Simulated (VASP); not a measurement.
**Eu: single point with PBE**

Crystal: Eu.

```
Eu
1.0
    -2.21716    2.21716    2.21716
     2.21716   -2.21716    2.21716
     2.21716    2.21716   -2.21716
Eu
1
Direct
  0.00000 0.00000 0.00000
```

```
Program                : VASP 6.6.1
Task                   : single point
Functional             : PBE
Potentials or basis    : VASP PAW PBE potentials, release 64 (Eu)
Cutoff                 : 520 eV
k mesh                 : 6 × 6 × 6
Occupations            : gaussian, width 0.05 eV
Spin                   : collinear spin, typed start
Starting moments       : [7.88] μB
Dipole correction      : no
Further INCAR settings : ALGO = Normal; EDIFF = 1e-07; NBANDS = 18
```

```
Pressure                                              : -0.7 GPa
Band gap on the k mesh                                : none (metal or under the smearing width)
Net moment                                            : 7.51 μB per cell
Site moments                                          : Eu +6.73 μB
Valence electrons inside the program's atomic spheres : Eu 14.74
```

Levels at points of the mesh, in eV from the Fermi level:
Spin up:
```csv
k point,band 9,band 10,band 11,band 12,band 13,band 14,band 15,band 16
"(0.00, 0.00, 0.00)",-0.40,-0.40,-0.40,-0.35,1.72,1.72,1.72,3.35
"(0.50, 0.00, 0.00)",-0.42,-0.40,-0.40,-0.38,0.36,0.61,3.25,3.96
"(0.50, 0.50, 0.50)",-0.51,-0.51,-0.35,-0.35,-0.35,4.71,4.71,4.71
```
Spin down:
```csv
k point,band 2,band 3,band 4,band 5,band 6,band 7,band 8,band 9
"(0.00, 0.00, 0.00)",-17.93,-17.93,-17.93,-3.51,2.76,2.76,2.76,3.98
"(0.50, 0.00, 0.00)",-18.42,-18.09,-17.93,-0.86,1.33,1.55,3.92,4.21
"(0.50, 0.50, 0.50)",-18.27,-18.27,-18.27,-0.19,-0.19,3.94,3.94,3.94
```

It took 25 s on 1 thread of Intel(R) Xeon(R) 6975P-C (Granite Rapids) (shared host), peak memory 0.2 GiB.

Caveat: spin-orbit coupling is left out, which moves the levels of the heavy elements. The state reached can hang on the start; a lower one may exist.
